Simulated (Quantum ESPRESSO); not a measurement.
# Al (Fm-3m) in Quantum ESPRESSO: notebook

One crystal, Al, is run at these levels: BLYP+D4, PW91+D4, BP86+D4, OLYP+D4; tasks: equation of state.

Program: Quantum ESPRESSO 7.5. These are calculated values, not measurements. Logs are shortened: lines on timing, memory, paths and dates and some standing lists are left out, and cuts for length are marked.

**Experimental background.**

“The interpretation of polycrystalline coherent inelastic neutron scattering from aluminium”, 2013, pmc:3831299 quotes, for a bulk crystal of Al: bulk modulus 76.9 GPa.

The runs below are set against these values where they give the same quantity.

### 1 The crystal as given

It takes space group Fm-3m (No. 225, cubic). The conventional cell has a = 4.050 Å, b = 4.050 Å, c = 4.050 Å, α = 90.00°, β = 90.00°, γ = 90.00°. Al (site symmetry m-3m) has 12 Al at 2.86 Å as nearest neighbours.

### 2 Equation of state, BLYP+D4

run.py reads:

```python
import numpy as np
from ase.calculators.espresso import Espresso, EspressoProfile
from ase import Atoms

atoms = Atoms(['Al'],
              cell=[[0.0, 2.024805, 2.024805], [2.024805, 0.0, 2.024805], [2.024805, 2.024805, 0.0]],
              scaled_positions=[[0.0, 0.0, 0.0]],
              pbc=True)

input_data = {
    'control': {'calculation': 'scf', 'prefix': 'pwscf', 'outdir': './tmp', 'tprnfor': True, 'tstress': True, 'disk_io': 'nowf'},
    'system': {'ecutwfc': 40.0, 'nbnd': 6, 'input_dft': 'blyp', 'occupations': 'smearing', 'smearing': 'fd', 'degauss': 0.00367493},
    'electrons': {'conv_thr': 2e-10, 'electron_maxstep': 120, 'mixing_beta': 0.5},
}
pseudopotentials = {'Al': 'Al.upf'}
profile = EspressoProfile(command='pw.x', pseudo_dir='pseudo')
dft = Espresso(profile=profile, input_data=input_data, pseudopotentials=pseudopotentials, kpts=(11, 11, 11), koffset=(0, 0, 0))
from ase.calculators.mixing import SumCalculator
from dftd4.ase import DFTD4
d4 = DFTD4(method='blyp')
atoms.calc = SumCalculator([dft, d4])

from ase.eos import EquationOfState
from ase.units import GPa
cell, v, e = atoms.cell.copy(), [], []
for x in [0.94, 0.96, 0.98, 1.0, 1.02, 1.04, 1.06]:
    atoms.set_cell(cell * x ** (1 / 3), scale_atoms=True)
    v.append(atoms.get_volume() / len(atoms))
    e.append(atoms.get_potential_energy() / len(atoms))
    print(f'V {v[-1]:.6f} A^3/atom  E {e[-1]:.8f} eV/atom')
v0, e0, b0 = EquationOfState(v, e, eos='birchmurnaghan').fit()
print(f'V0 {v0:.5f} A^3/atom  E0 {e0:.6f} eV/atom  B0 {b0 / GPa:.2f} GPa')
```

Potentials or basis: PseudoDojo 0.4.1 SR PBE standard.

Launch:

```console
$ OMP_NUM_THREADS=1 python run.py
```

Log:

```text
V 15.606570 A^3/atom  E -62.24092808 eV/atom
V 15.938625 A^3/atom  E -62.24476593 eV/atom
V 16.270679 A^3/atom  E -62.24518764 eV/atom
V 16.602734 A^3/atom  E -62.24256704 eV/atom
V 16.934789 A^3/atom  E -62.23723076 eV/atom
V 17.266843 A^3/atom  E -62.22949339 eV/atom
V 17.598898 A^3/atom  E -62.21966079 eV/atom
V0 16.14598 A^3/atom  E0 -62.245409 eV/atom  B0 74.63 GPa
```

espresso.pwi:

```text
&CONTROL
   calculation      = 'scf'
   tstress          = .true.
   tprnfor          = .true.
   outdir           = './tmp'
   prefix           = 'pwscf'
   disk_io          = 'nowf'
   pseudo_dir       = 'pseudo'
/
&SYSTEM
   nbnd             = 6
   ecutwfc          = 40.0
   occupations      = 'smearing'
   degauss          = 0.00367493
   smearing         = 'fd'
   input_dft        = 'blyp'
   ntyp             = 1
   nat              = 1
   ibrav            = 0
/
&ELECTRONS
   electron_maxstep = 120
   conv_thr         = 2e-10
   mixing_beta      = 0.5
/
&IONS
/
&CELL
/
&FCP
/
&RISM
/
ATOMIC_SPECIES
Al 26.9815385 Al.upf

K_POINTS automatic
11 11 11  0 0 0

CELL_PARAMETERS angstrom
0.00000000000000 2.06451714090462 2.06451714090462
2.06451714090462 0.00000000000000 2.06451714090462
2.06451714090462 2.06451714090462 0.00000000000000

ATOMIC_POSITIONS angstrom
Al 0.0000000000 0.0000000000 0.0000000000
```

espresso.pwo:

```text
This program is part of the open-source Quantum ESPRESSO suite
     for quantum simulation of materials; please cite
         "P. Giannozzi et al., J. Phys.:Condens. Matter 21 395502 (2009);
         "P. Giannozzi et al., J. Phys.:Condens. Matter 29 465901 (2017);
         "P. Giannozzi et al., J. Chem. Phys. 152 154105 (2020);
     in publications or presentations arising from this work. More details at

Warning: card &CELL ignored
Warning: card &FCP ignored
Warning: card &RISM ignored

     IMPORTANT: XC functional enforced from input :
     Exchange-correlation= BLYP
                           (   1   3   1   3   0   0   0)
     Any further DFT definition will be discarded
     Please, verify this is what you really want

     Message from routine setup:
     using ibrav=0 with symmetry is DISCOURAGED, use correct ibrav instead

     G-vector sticks info
     --------------------
     sticks:   dense  smooth     PW     G-vecs:    dense   smooth      PW
     Sum         337     337    121                 4015     4015     821

     Using Slab Decomposition

     bravais-lattice index     =            0
     lattice parameter (alat)  =       5.5174  a.u.
     unit-cell volume          =     118.7633 (a.u.)^3
     number of atoms/cell      =            1
     number of atomic types    =            1
     number of electrons       =         3.00
     number of Kohn-Sham states=            6
     kinetic-energy cutoff     =      40.0000  Ry
     charge density cutoff     =     160.0000  Ry
     scf convergence threshold =      2.0E-10
     mixing beta               =       0.5000
     number of iterations used =            8  plain     mixing
     Exchange-correlation= BLYP
                           (   1   3   1   3   0   0   0)

     celldm(1)=   5.517373  celldm(2)=   0.000000  celldm(3)=   0.000000
     celldm(4)=   0.000000  celldm(5)=   0.000000  celldm(6)=   0.000000

     crystal axes: (cart. coord. in units of alat)
               a(1) = (   0.000000   0.707107   0.707107 )
               a(2) = (   0.707107   0.000000   0.707107 )
               a(3) = (   0.707107   0.707107   0.000000 )

     reciprocal axes: (cart. coord. in units 2 pi/alat)
               b(1) = ( -0.707107  0.707107  0.707107 )
               b(2) = (  0.707107 -0.707107  0.707107 )
               b(3) = (  0.707107  0.707107 -0.707107 )

     PseudoPot. # 1 for Al read from file:
     Al.upf
     Pseudo is Norm-conserving + core correction, Zval =  3.0
     Generated using ONCVPSP code by D. R. Hamann
     Using radial grid of 1876 points,  6 beta functions with:
                l(1) =   0
                l(2) =   0
                l(3) =   1
                l(4) =   1
                l(5) =   2
                l(6) =   2

     atomic species   valence    mass     pseudopotential
     Al                3.00    26.98154     Al( 1.00)

     48 Sym. Ops., with inversion, found

   Cartesian axes

     site n.     atom                  positions (alat units)
         1        Al     tau(   1) = (   0.0000000   0.0000000   0.0000000  )

     number of k points=    56  Fermi-Dirac smearing, width (Ry)=  0.0037
                       cart. coord. in units 2pi/alat
        k(    1) = (   0.0000000   0.0000000   0.0000000), wk =   0.0015026
        k(    2) = (   0.0642824   0.0642824  -0.0642824), wk =   0.0120210
        k(    3) = (   0.1285649   0.1285649  -0.1285649), wk =   0.0120210
        k(    4) = (   0.1928473   0.1928473  -0.1928473), wk =   0.0120210
        k(    5) = (   0.2571297   0.2571297  -0.2571297), wk =   0.0120210
        k(    6) = (   0.3214122   0.3214122  -0.3214122), wk =   0.0120210
[... 48 lines left out ...]
        k(   55) = (  -0.0642824  -0.4499770   0.7071068), wk =   0.0360631
        k(   56) = (   0.0000000  -0.3856946   0.6428243), wk =   0.0360631

     Dense  grid:     4015 G-vectors     FFT dimensions: (  24,  24,  24)

     Initial potential from superposition of free atoms

     starting charge       2.9976, renormalised to       3.0000
     Starting wfcs are    4 randomized atomic wfcs +    2 random wfcs

     Self-consistent Calculation

     iteration #  1     ecut=    40.00 Ry     beta= 0.50
     Davidson diagonalization with overlap
     ethr =  1.00E-02,  avg # of iterations =  6.2

     Threshold (ethr) on eigenvalues was too large:
     Diagonalizing with lowered threshold

     Davidson diagonalization with overlap
     ethr =  1.39E-04,  avg # of iterations =  4.1

     total energy              =      -4.52783830 Ry
     estimated scf accuracy    <       0.00406924 Ry

     iteration #  2     ecut=    40.00 Ry     beta= 0.50
     Davidson diagonalization with overlap
     ethr =  1.36E-04,  avg # of iterations =  1.0

     total energy              =      -4.52798224 Ry
     estimated scf accuracy    <       0.00101928 Ry

     iteration #  3     ecut=    40.00 Ry     beta= 0.50
     Davidson diagonalization with overlap
     ethr =  3.40E-05,  avg # of iterations =  1.2

     total energy              =      -4.52803153 Ry
     estimated scf accuracy    <       0.00000700 Ry

     iteration #  4     ecut=    40.00 Ry     beta= 0.50
     Davidson diagonalization with overlap
     c_bands:  1 eigenvalues not converged
     ethr =  2.33E-07,  avg # of iterations =  4.6

     total energy              =      -4.52803541 Ry
     estimated scf accuracy    <       0.00000009 Ry

     iteration #  5     ecut=    40.00 Ry     beta= 0.50
     Davidson diagonalization with overlap
     ethr =  2.88E-09,  avg # of iterations =  2.7

     total energy              =      -4.52803549 Ry
     estimated scf accuracy    <          3.8E-09 Ry

     iteration #  6     ecut=    40.00 Ry     beta= 0.50
     Davidson diagonalization with overlap
     ethr =  1.27E-10,  avg # of iterations =  2.2

     End of self-consistent calculation

          k = 0.0000 0.0000 0.0000 (   531 PWs)   bands (ev):

    -2.8322  20.0498  20.0498  21.0164  21.0164  21.0164

          k = 0.0643 0.0643-0.0643 (   531 PWs)   bands (ev):

    -2.6173  17.1451  19.3046  19.3046  21.8876  22.0630

          k = 0.1286 0.1286-0.1286 (   519 PWs)   bands (ev):

    -1.9745  13.6432  18.5590  18.5590  21.7496  22.8897
[... 75 lines left out ...]
     2.5202   6.2648  12.3070  16.4420  18.3588  22.6341

          k =-0.0643-0.3214 0.3214 (   510 PWs)   bands (ev):

     0.7803   8.9571  12.1626  17.5987  19.6084  22.4460

          k = 0.0000-0.2571 0.2571 (   509 PWs)   bands (ev):

    -0.5555  11.5599  12.8268  19.0827  21.1656  22.2605

          k = 0.3857 0.0000-0.0000 (   504 PWs)   bands (ev):

    -0.2734  14.6465  14.6465  14.7167  14.8369  17.9353

          k = 0.4500 0.0643-0.0643 (   505 PWs)   bands (ev):

     0.7793  11.8043  12.8324  14.2176  15.5754  18.6481
[... 27 lines left out ...]
     4.6556   7.9061   8.4011  13.6663  15.2492  20.5087

          k =-0.0000-0.5143 0.5143 (   504 PWs)   bands (ev):

     6.0679   6.2599   7.5431  14.2225  15.9405  23.5952

          k = 0.6428-0.0000 0.0000 (   504 PWs)   bands (ev):

     4.1123   7.3647  13.1530  13.1719  13.1719  16.4435

          k =-0.0000-0.6428 0.6428 (   500 PWs)   bands (ev):

     5.2015   6.4234  10.7517  13.2340  14.4995  17.6721

          k = 0.2571 0.1286 0.0000 (   512 PWs)   bands (ev):

    -1.4053  13.6715  14.7280  19.1078  19.3914  21.0392

          k = 0.3214 0.1928-0.0643 (   514 PWs)   bands (ev):

    -0.3439  10.8088  13.9138  17.3756  19.5805  22.4085

          k = 0.3857 0.2571-0.1286 (   515 PWs)   bands (ev):

     1.1297   7.8794  13.8183  15.9294  19.6093  21.7612
[... 19 lines left out ...]
     4.4417   5.1792  11.2624  13.3719  19.3238  22.6280

          k =-0.0643-0.3214 0.4500 (   505 PWs)   bands (ev):

     2.4501   7.6212  10.8580  14.3385  20.2719  22.1445

          k = 0.0000-0.2571 0.3857 (   510 PWs)   bands (ev):

     0.8501   9.9712  11.2900  15.6824  21.4706  21.5091

          k = 0.5143 0.1286 0.0000 (   511 PWs)   bands (ev):

     1.9614  11.0353  11.0521  12.2196  16.8664  18.8124

          k =-0.1286-0.5143 0.6428 (   502 PWs)   bands (ev):

     3.5389   8.6829   9.6740  11.8653  17.6345  20.8558

          k =-0.0643-0.4500 0.5785 (   503 PWs)   bands (ev):

     5.4680   6.2623   8.7271  12.2792  18.2200  23.7128

          k = 0.0000-0.3857 0.5143 (   515 PWs)   bands (ev):

     4.1678   7.3196   8.6381  13.1144  19.0927  24.6306

          k =-0.0643-0.5785 0.7071 (   496 PWs)   bands (ev):

     4.3842   7.6380  10.5056  11.7036  16.3451  18.3336

          k =-0.0000-0.5143 0.6428 (   495 PWs)   bands (ev):

     5.7306   6.9824   8.4207  11.6045  17.3784  20.6279
[... 7 lines left out ...]
     4.6339   6.8158  10.0547  10.7463  21.3634  22.2444

          k =-0.0643-0.4500 0.7071 (   501 PWs)   bands (ev):

     5.1976   8.3811   8.4488   9.7137  20.0322  21.5152

          k = 0.0000-0.3857 0.6428 (   507 PWs)   bands (ev):

     6.5456   6.7898   8.0885   9.8037  21.1802  23.8147

     the Fermi energy is     7.8760 ev

!    total energy              =      -4.52803550 Ry
     estimated scf accuracy    <          2.4E-11 Ry
     smearing contrib. (-TS)   =      -0.00029670 Ry
     internal energy E=F+TS    =      -4.52773879 Ry

     The total energy is F=E-TS. E is the sum of the following terms:
     one-electron contribution =       2.78333167 Ry
     hartree contribution      =       0.00794867 Ry
     xc contribution           =      -2.03065399 Ry
     ewald contribution        =      -5.28836515 Ry

     convergence has been achieved in   6 iterations

     Forces acting on atoms (cartesian axes, Ry/au):

     atom    1 type  1   force =     0.00000000    0.00000000    0.00000000

     Total force =     0.000000     Total SCF correction =     0.000000

     Computing stress (Cartesian axis) and pressure

          total   stress  (Ry/bohr**3)                   (kbar)     P=        3.21
   0.00002179   0.00000000   0.00000000            3.21        0.00        0.00
   0.00000000   0.00002179   0.00000000            0.00        3.21        0.00
   0.00000000   0.00000000   0.00002179            0.00        0.00        3.21

=------------------------------------------------------------------------------=
   JOB DONE.
=------------------------------------------------------------------------------=
```

Wall time 24 s (1 thread of Arm Neoverse V1, shared host); peak memory 0.08 GiB.

Results:

```yaml
Equilibrium_volume: 16.15 Å³/atom
Bulk_modulus: 75 GPa
Pressure_derivative_of_the_bulk_modulus: 4.8
```

Energy against volume, from the lowest point:
| volume (Å³/atom) | energy (meV/atom) |
| --- | --- |
| 15.607 | 4.26 |
| 15.939 | 0.42 |
| 16.271 | 0.00 |
| 16.603 | 2.62 |
| 16.935 | 7.96 |
| 17.267 | 15.69 |
| 17.599 | 25.53 |

Caveat: the potentials were made for another functional, which shifts forces and pressure.

### 3 Equation of state, PW91+D4

Edit run.py of step 2 so:

```diff
@@ -2,8 +2,5 @@
 from ase.calculators.espresso import Espresso, EspressoProfile
-from ase import Atoms
+from ase.io import read
 
-atoms = Atoms(['Al'],
-              cell=[[0.0, 2.024805, 2.024805], [2.024805, 0.0, 2.024805], [2.024805, 2.024805, 0.0]],
-              scaled_positions=[[0.0, 0.0, 0.0]],
-              pbc=True)
+atoms = read('Al.xyz')
 
@@ -11,3 +8,3 @@
     'control': {'calculation': 'scf', 'prefix': 'pwscf', 'outdir': './tmp', 'tprnfor': True, 'tstress': True, 'disk_io': 'nowf'},
-    'system': {'ecutwfc': 40.0, 'nbnd': 6, 'input_dft': 'blyp', 'occupations': 'smearing', 'smearing': 'fd', 'degauss': 0.00367493},
+    'system': {'ecutwfc': 40.0, 'nbnd': 6, 'input_dft': 'pw91', 'occupations': 'smearing', 'smearing': 'fd', 'degauss': 0.00367493},
     'electrons': {'conv_thr': 2e-10, 'electron_maxstep': 120, 'mixing_beta': 0.5},
@@ -19,3 +16,3 @@
 from dftd4.ase import DFTD4
-d4 = DFTD4(method='blyp')
+d4 = DFTD4(method='pw91')
 atoms.calc = SumCalculator([dft, d4])
```

Al.xyz reads:

```xyz
1
Lattice="0.0000000000 2.0248050000 2.0248050000 2.0248050000 0.0000000000 2.0248050000 2.0248050000 2.0248050000 0.0000000000" Properties=species:S:1:pos:R:3 pbc="T T T"
Al     0.0000000000      0.0000000000      0.0000000000
```

Potentials or basis: PseudoDojo 0.4.1 SR PBE standard.

Launch:

```console
$ OMP_NUM_THREADS=1 python run.py
```

Wall time 24 s (1 thread of Arm Neoverse V1, shared host); peak memory 0.08 GiB.

The run converged. Its results:

```
Equilibrium volume                      : 16.11 Å³/atom
Bulk modulus                            : 83 GPa
Pressure derivative of the bulk modulus : 4.5
```

Energy against volume, from the lowest point:
```csv
volume (Å³/atom),energy (meV/atom)
15.607,3.81
15.939,0.03
16.271,0.00
16.603,3.32
16.935,9.65
17.267,18.66
17.599,30.04
```

Caveat: the potentials were made for another functional, which shifts forces and pressure.

### 4 Equation of state, BP86+D4

Edit run.py of step 3 so:

```diff
@@ -4,3 +4,3 @@
 
-atoms = read('Al.xyz')
+atoms = read('POSCAR')
 
@@ -8,3 +8,3 @@
     'control': {'calculation': 'scf', 'prefix': 'pwscf', 'outdir': './tmp', 'tprnfor': True, 'tstress': True, 'disk_io': 'nowf'},
-    'system': {'ecutwfc': 40.0, 'nbnd': 6, 'input_dft': 'pw91', 'occupations': 'smearing', 'smearing': 'fd', 'degauss': 0.00367493},
+    'system': {'ecutwfc': 40.0, 'nbnd': 6, 'input_dft': 'bp', 'occupations': 'smearing', 'smearing': 'fd', 'degauss': 0.00367493},
     'electrons': {'conv_thr': 2e-10, 'electron_maxstep': 120, 'mixing_beta': 0.5},
@@ -16,3 +16,3 @@
 from dftd4.ase import DFTD4
-d4 = DFTD4(method='pw91')
+d4 = DFTD4(method='bp86')
 atoms.calc = SumCalculator([dft, d4])
```

POSCAR reads:

```
Al
1.0
    0.0000000000      2.0248050000      2.0248050000
    2.0248050000      0.0000000000      2.0248050000
    2.0248050000      2.0248050000      0.0000000000
Al
1
Direct
    0.0000000000      0.0000000000      0.0000000000
```

Potentials or basis: PseudoDojo 0.4.1 SR PBE standard.

Launch:

```console
$ OMP_NUM_THREADS=1 python run.py
```

Log:

```text
<dir> UserWarning: The minimum volume of your fit is not in your volumes.  You may not have a minimum in your dataset!
  warnings.warn(
V 15.606570 A^3/atom  E -63.82368388 eV/atom
V 15.938625 A^3/atom  E -63.82130359 eV/atom
V 16.270679 A^3/atom  E -63.81549024 eV/atom
V 16.602734 A^3/atom  E -63.80662255 eV/atom
V 16.934789 A^3/atom  E -63.79502903 eV/atom
V 17.266843 A^3/atom  E -63.78102486 eV/atom
V 17.598898 A^3/atom  E -63.76491368 eV/atom
V0 15.56354 A^3/atom  E0 -63.823714 eV/atom  B0 89.14 GPa
```

espresso.pwi:

```text
&CONTROL
   calculation      = 'scf'
   tstress          = .true.
   tprnfor          = .true.
   outdir           = './tmp'
   prefix           = 'pwscf'
   disk_io          = 'nowf'
   pseudo_dir       = 'pseudo'
/
&SYSTEM
   nbnd             = 6
   ecutwfc          = 40.0
   occupations      = 'smearing'
   degauss          = 0.00367493
   smearing         = 'fd'
   input_dft        = 'bp'
   ntyp             = 1
   nat              = 1
   ibrav            = 0
/
&ELECTRONS
   electron_maxstep = 120
   conv_thr         = 2e-10
   mixing_beta      = 0.5
/
&IONS
/
&CELL
/
&FCP
/
&RISM
/
ATOMIC_SPECIES
Al 26.9815385 Al.upf

K_POINTS automatic
11 11 11  0 0 0

CELL_PARAMETERS angstrom
0.00000000000000 2.06451714090462 2.06451714090462
2.06451714090462 0.00000000000000 2.06451714090462
2.06451714090462 2.06451714090462 0.00000000000000

ATOMIC_POSITIONS angstrom
Al 0.0000000000 0.0000000000 0.0000000000
```

espresso.pwo:

```text
This program is part of the open-source Quantum ESPRESSO suite
     for quantum simulation of materials; please cite
         "P. Giannozzi et al., J. Phys.:Condens. Matter 21 395502 (2009);
         "P. Giannozzi et al., J. Phys.:Condens. Matter 29 465901 (2017);
         "P. Giannozzi et al., J. Chem. Phys. 152 154105 (2020);
     in publications or presentations arising from this work. More details at

Warning: card &CELL ignored
Warning: card &FCP ignored
Warning: card &RISM ignored

     IMPORTANT: XC functional enforced from input :
     Exchange-correlation= BP
                           (   1   1   1   1   0   0   0)
     Any further DFT definition will be discarded
     Please, verify this is what you really want

[... 401 lines left out ...]

!    total energy              =      -4.64583373 Ry
     estimated scf accuracy    <          1.4E-11 Ry
     smearing contrib. (-TS)   =      -0.00030204 Ry
     internal energy E=F+TS    =      -4.64553170 Ry

     The total energy is F=E-TS. E is the sum of the following terms:
     one-electron contribution =       2.78139399 Ry
     hartree contribution      =       0.00726978 Ry
     xc contribution           =      -2.14583033 Ry
     ewald contribution        =      -5.28836515 Ry

     convergence has been achieved in   6 iterations

     Forces acting on atoms (cartesian axes, Ry/au):

     atom    1 type  1   force =     0.00000000    0.00000000    0.00000000

     Total force =     0.000000     Total SCF correction =     0.000000

     Computing stress (Cartesian axis) and pressure

          total   stress  (Ry/bohr**3)                   (kbar)     P=      -30.98
  -0.00021063  -0.00000000  -0.00000000          -30.98       -0.00       -0.00
  -0.00000000  -0.00021063   0.00000000           -0.00      -30.98        0.00
  -0.00000000   0.00000000  -0.00021063           -0.00        0.00      -30.98

=------------------------------------------------------------------------------=
   JOB DONE.
=------------------------------------------------------------------------------=
```

It took 24 s on 1 thread of Arm Neoverse V1, shared host; peak memory 0.08 GiB.

What came out:

```yaml
Equilibrium_volume: "15.56 Å³/atom (rough: see the caveat)"
Bulk_modulus: 89 GPa (rough)
```

Energy against volume, from the lowest point:
```tsv
volume (Å³/atom)	energy (meV/atom)
15.607	0.00
15.939	2.38
16.271	8.19
16.603	17.06
16.935	28.65
17.267	42.66
17.599	58.77
```

Caveat: the potentials were made for another functional, which shifts forces and pressure; the minimum lies outside the volumes run.

(Continued in part 2 of 2.)
